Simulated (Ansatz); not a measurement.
# Field gradients of B₆H₁₀N from run to run

Cell of run 1: a structure deposited in the COD whose atoms were relaxed with PBE, the cell held.

```cif
data_B6H10N
_symmetry_space_group_name_H-M 'Fm-3'
_symmetry_Int_Tables_number 202
_cell_length_a 10.8781
_cell_length_b 10.8781
_cell_length_c 10.8781
_cell_angle_alpha 90.000
_cell_angle_beta 90.000
_cell_angle_gamma 90.000
loop_
_atom_site_label
_atom_site_type_symbol
_atom_site_symmetry_multiplicity
_atom_site_Wyckoff_symbol
_atom_site_fract_x
_atom_site_fract_y
_atom_site_fract_z
B B 48 h 0.5000 0.4186 0.1325
H13 H 32 f 0.1951 0.8049 0.1951
H21 H 48 h 0.5000 0.3615 0.2271
N N 8 c 0.2500 0.7500 0.2500
```

One atom of each set is listed; the run and its k-mesh use a cell of 34 atoms with edges of 7.69, 7.69, 7.69 Å.

All runs are DFT with Ansatz 0.2.0 (plane waves and PAW, scalar-relativistic unless spin–orbit coupling is named, Γ-centred meshes, Fermi–Dirac smearing where given) in this cell.

Run 1: PBE, atoms relaxed; 420 eV, 6×6×6 k-points, smearing 0.05 eV.
Run 2: r2SCAN, at the relaxed atoms; 500 eV, 6×6×6 k-points, smearing 0.05 eV.
Run 3: PBEsol, at the relaxed atoms; 420 eV, 6×6×6 k-points, smearing 0.05 eV.

Problem. What does each run give, and what moves the gradients most?

Solution. 

| run | B V_zz (η) | H13 V_zz (η) | H21 V_zz (η) |
| --- | --- | --- | --- |
| 1 | -0.80 (0.12) | 2.98 (0.00) | 1.91 (0.05) |
| 2 | -0.79 (0.11) | 2.91 (0.00) | 1.90 (0.05) |
| 3 | -0.82 (0.12) | 3.02 (0.00) | 1.94 (0.05) |

V_zz in 10²¹ V/m²; 3 of the 4 sets of like atoms are followed. Against run 1, the gradient tensors on these sites move by at most 0.07 in run 2 (H13), 0.04 in run 3 (H13).

The lattice is static: at room temperature ammonium may turn and average the couplings of its hydrogen. In run 2 the atoms aren't at the calculated equilibrium (largest force 0.37 eV/Å). The entry's hydrogen positions were far off; the other atoms hardly move on relaxation.
